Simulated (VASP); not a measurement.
Input of a VASP 6.6.1 run:

The input INCAR:

```
SYSTEM = SnTe
ALGO = Normal ; EDIFF = 1E-7
ENCUT = 520 ; ISIF = 2
ISMEAR = -1 ; LASPH = .True.
LCHARG = .False. ; LMIXTAU = .True.
LREAL = .False. ; LWAVE = .False.
METAGGA = RSCAN ; NELM = 60
PREC = Accurate ; SIGMA = 0.05
```

Contents of KPOINTS:

```
k-points
0
Gamma
  7 7 7
  0 0 0
```

File POSCAR:

```
SnTe
1.0
    0.0000000000      3.1508500000      3.1508500000
    3.1508500000      0.0000000000      3.1508500000
    3.1508500000      3.1508500000      0.0000000000
Te Sn
1 1
Direct
    0.5000000000      0.5000000000      0.5000000000
    0.0000000000      0.0000000000      0.0000000000
```

Contents of KPOINTS_OPT:

```
path GXWKGLUWLK,UX
10
line-mode
reciprocal
 0.0000000000  0.0000000000  0.0000000000  G
 0.5000000000  0.0000000000  0.5000000000  X

 0.5000000000  0.0000000000  0.5000000000  X
 0.5000000000  0.2500000000  0.7500000000  W

 0.5000000000  0.2500000000  0.7500000000  W
 0.3750000000  0.3750000000  0.7500000000  K

 0.3750000000  0.3750000000  0.7500000000  K
 0.0000000000  0.0000000000  0.0000000000  G

 0.0000000000  0.0000000000  0.0000000000  G
 0.5000000000  0.5000000000  0.5000000000  L

 0.5000000000  0.5000000000  0.5000000000  L
 0.6250000000  0.2500000000  0.6250000000  U

 0.6250000000  0.2500000000  0.6250000000  U
 0.5000000000  0.2500000000  0.7500000000  W

 0.5000000000  0.2500000000  0.7500000000  W
 0.5000000000  0.5000000000  0.5000000000  L

 0.5000000000  0.5000000000  0.5000000000  L
 0.3750000000  0.3750000000  0.7500000000  K

 0.6250000000  0.2500000000  0.6250000000  U
 0.5000000000  0.0000000000  0.5000000000  X
```

Potentials or basis: VASP PAW PBE potentials, release 64 (Te, Sn_d).

Command:

```sh
$ cat potpaw_PBE.64/Te/POTCAR potpaw_PBE.64/Sn_d/POTCAR > POTCAR
$ mpirun -np 1 vasp_std > vasp.out
```

Question: What does it give for the pressure?

Answer: 1.7 GPa.

Question: Estimate the band gap along the path.

Answer: 0.03 eV, direct.

Levels at the corners of the path, in eV from the Fermi level:
| point | band 7 | band 8 | band 9 | band 10 | band 11 | band 12 | band 13 | band 14 |
| --- | --- | --- | --- | --- | --- | --- | --- | --- |
| Γ | -4.82 | -2.54 | -2.54 | -2.54 | 3.36 | 3.36 | 3.36 | 4.90 |
| X | -6.84 | -6.03 | -4.17 | -4.17 | 2.26 | 5.04 | 5.04 | 6.64 |
| X | -6.84 | -6.03 | -4.17 | -4.17 | 2.26 | 5.04 | 5.04 | 6.64 |
| W | -7.84 | -5.27 | -5.27 | -1.09 | 0.77 | 4.77 | 4.77 | 6.25 |
| W | -7.84 | -5.27 | -5.27 | -1.09 | 0.77 | 4.77 | 4.77 | 6.25 |
| K | -7.90 | -5.63 | -3.65 | -3.00 | 2.98 | 3.16 | 4.34 | 5.74 |
| K | -7.90 | -5.63 | -3.65 | -3.00 | 2.98 | 3.16 | 4.34 | 5.74 |
| Γ | -4.82 | -2.54 | -2.54 | -2.54 | 3.36 | 3.36 | 3.36 | 4.90 |
| Γ | -4.82 | -2.54 | -2.54 | -2.54 | 3.36 | 3.36 | 3.36 | 4.90 |
| L | -8.87 | -2.17 | -2.17 | 0.02 | 0.05 | 0.21 | 0.21 | 8.16 |
| L | -8.87 | -2.17 | -2.17 | 0.02 | 0.05 | 0.21 | 0.21 | 8.16 |
| U | -7.90 | -5.63 | -3.65 | -3.00 | 2.98 | 3.16 | 4.34 | 5.74 |
| U | -7.90 | -5.63 | -3.65 | -3.00 | 2.98 | 3.16 | 4.34 | 5.74 |
| W | -7.84 | -5.27 | -5.27 | -1.09 | 0.77 | 4.77 | 4.77 | 6.25 |
| W | -7.84 | -5.27 | -5.27 | -1.09 | 0.77 | 4.77 | 4.77 | 6.25 |
| L | -8.87 | -2.17 | -2.17 | 0.02 | 0.05 | 0.21 | 0.21 | 8.16 |
| L | -8.87 | -2.17 | -2.17 | 0.02 | 0.05 | 0.21 | 0.21 | 8.16 |
| K | -7.90 | -5.63 | -3.65 | -3.00 | 2.98 | 3.16 | 4.34 | 5.74 |
| U | -7.90 | -5.63 | -3.65 | -3.00 | 2.98 | 3.16 | 4.34 | 5.74 |
| X | -6.84 | -6.03 | -4.17 | -4.17 | 2.26 | 5.04 | 5.04 | 6.64 |

Caveat: this odd mesh misses L, where the gap lies, so gap, dielectric constants and Born charges aren't listed; the PAW data sets were made with another functional, which shifts forces and pressure a little; spin-orbit coupling is left out, which moves the levels of the heavy elements.

**Measured values to compare with.**

From a printed reference work, textbook, for a bulk crystal of SnTe at 300 K: band gap 0.18 eV (direct).

Measured gap of SnTe: 0.18 eV (direct; 300 K; a printed reference work, textbook). This calculation gives 0.03 eV (-0.15 eV). Spin-orbit coupling on Sn, Te is left out. The value is that of rSCAN, without temperature or zero-point motion.
